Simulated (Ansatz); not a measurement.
## PbSe, space group Cmcm: a charge-density difference against the sublattices, step by step

Computed with Ansatz 0.2.0 through its Python package.

Run as a notebook:

```python
from dataclasses import dataclass
import warnings

import ansatz as az
import numpy as np
```

```python
@dataclass
class Options:
    width_ev: float = 0.2
    xc: str = "lda"
    extra_bands: int = 4
    cutoff: int = 460
    kgrid: tuple[int, ...] = (5, 5, 4)


opts = Options()
```

```python
vectors0 = np.array([
    [2.154877, -6.133947, 0.0],
    [2.154877, 6.133947, 0.0],
    [0.0, 0.0, 4.450494],
])
sites = [
    ("Pb", (0.631761, 0.368239, 0.75)),
    ("Pb", (0.368239, 0.631761, 0.25)),
    ("Se", (0.86129, 0.13871, 0.75)),
    ("Se", (0.13871, 0.86129, 0.25)),
]
```

```python
def build(cell):
    crystal = az.Crystal(lattice=az.Lattice.of(cell))
    for symbol, position in sites:
        crystal = crystal.atom(symbol, position)
    return crystal
```

```python
warnings.simplefilter("ignore", az.DeckWarning)
```

```python
# same cell, cutoff and mesh for the crystal and its parts
def solve(crystal):
    return (
        crystal.calculation()
        .occupations(az.OccupationsMethod.FERMI_DIRAC, width=opts.width_ev)
        .functional(opts.xc)
        .scf(extra_bands=opts.extra_bands)
        .basis(opts.cutoff, grid_basis="typed")
        .kpoints(*opts.kgrid)
        .density()
        .run(threads=1)
    )


whole = solve(build(vectors0))
difference = whole.density().channels[0].density_e_per_ang3.copy()
binding = whole.report["free_energy_ev"]
for element in ["Pb", "Se"]:
    part = az.Crystal(lattice=az.Lattice.of(vectors0))
    for symbol, position in sites:
        if symbol == element:
            part = part.atom(symbol, position)
    alone = solve(part)
    difference -= alone.density().channels[0].density_e_per_ang3
    binding -= alone.report["free_energy_ev"]
    print(f"{element} sublattice: {alone.report['n_electrons']:g} electrons, {alone.report['n_iterations']} iterations")
```

    Pb sublattice: 28 electrons, 6 iterations
    Se sublattice: 32 electrons, 6 iterations

```python
voxel = abs(np.linalg.det(vectors0)) / difference.size
print(f"energy of the crystal less its unpolarised sublattices: {binding / len(sites):.4f} eV/atom")
print(f"net charge of the difference {difference.sum() * voxel:.5f} e, charge rearranged {0.5 * np.abs(difference).sum() * voxel:.3f} e")
print(f"extremes {difference.min():.4f} and {difference.max():.4f} e/A^3")
for (symbol, position) in sites:
    index = tuple(int(round(p * n)) % n for p, n in zip(position, difference.shape))
    print(f"  change of the pseudo-density at the grid point nearest {symbol}: {difference[index]:+.4f} e/A^3")
```

    energy of the crystal less its unpolarised sublattices: -2.3334 eV/atom
    net charge of the difference -0.00000 e, charge rearranged 0.827 e
    extremes -0.0649 and 0.0918 e/A^3
      change of the pseudo-density at the grid point nearest Pb: -0.0333 e/A^3
      change of the pseudo-density at the grid point nearest Pb: -0.0333 e/A^3
      change of the pseudo-density at the grid point nearest Se: -0.0456 e/A^3
      change of the pseudo-density at the grid point nearest Se: -0.0456 e/A^3

What to keep in mind:
- The settings weren't tested for convergence.
- Spin-orbit coupling, which matters for elements this heavy, is left out.
- The fields are valence quantities on the plane-wave grid; their values near the nuclei depend on the potentials.
- This cell is a computed structure, which may not be the phase found in nature.
- Charge moved counts every rearrangement, bonding and polarisation too, and is no transfer between atoms; the bare sublattices are artificial references. Values near the nuclei depend on the potentials.
- Run time: 12 s on 1 thread of Arm Neoverse V2, on a shared host, peak memory 0.47 GiB.
